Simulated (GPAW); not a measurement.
# GaN: single point with PBE

**What was measured.**

“Studying electronic properties in GaN without electrical contacts using γ-γ vs e−-γ Perturbed Angular Correlations”, 2019, pmc:6823545 quotes, for a bulk crystal of GaN: band gap 3.503 ± 0.005 eV (direct).

GaN:

```
Ga N
1.0
     3.18000    0.00000    0.00000
    -1.59000    2.75396    0.00000
     0.00000    0.00000    5.16600
Ga N
2 2
Direct
  0.66667 0.33333 0.50000
  0.33333 0.66667 0.00000
  0.66667 0.33333 0.87500
  0.33333 0.66667 0.37500
```

- Program: GPAW 26.7.0
- Task: single point
- Functional: PBE
- Potentials or basis: GPAW PAW data sets (gpaw-data 1.2.1)
- Cutoff: 600 eV
- Basis: pw
- k mesh: 8 × 8 × 4
- Occupations: fermi-dirac, width 0.05 eV
- Spin: no spin polarisation
- Maxiter: 120
- Convergence: default

```yaml
Pressure: 9.7 GPa
Largest_force: 0.181 eV/Å
Band_gap_on_the_k_mesh: 2.05 eV, direct
```

Forces on the atoms (eV/Å):
```
Ga   0.000  0.000 -0.181
Ga   0.000  0.000 -0.181
N    0.000  0.000  0.176
N    0.000  0.000  0.177
```

Stress tensor (GPa, compression positive):
```
 8.97  0.00  0.00
 0.00  8.97  0.00
 0.00  0.00 11.21
```

Levels at points of the mesh, in eV from the valence-band top:
```csv
k point,band 6,band 7,band 8,band 9,band 10,band 11
"(0.00, 0.00, 0.00)",-0.07,0.00,0.00,2.05,4.39,9.36
"(0.00, 0.00, 0.50)",-0.55,-0.55,-0.55,4.38,4.38,8.64
"(0.50, 0.50, 0.00)",-2.74,-2.29,-0.98,5.14,5.70,6.16
"(0.50, 0.50, 0.50)",-1.95,-1.92,-1.92,4.49,4.49,7.93
```

It took 16 s on 1 thread of Arm Neoverse V2, on a shared host, peak memory 0.16 GiB.

Measured gap of GaN: 3.503 eV (direct; quoted in “Studying electronic properties in GaN without electrical contacts using γ-γ vs e−-γ Perturbed Angular Correlations”, 2019, pmc:6823545). This calculation gives 2.05 eV (-1.45 eV). Spin-orbit coupling on Ga is left out. The value is that of PBE, without temperature or zero-point motion. Semilocal functionals fall short of measured gaps as a rule.

Caveat: the cutoff is short for stress and forces, so pressures can be off by a GPa or more.
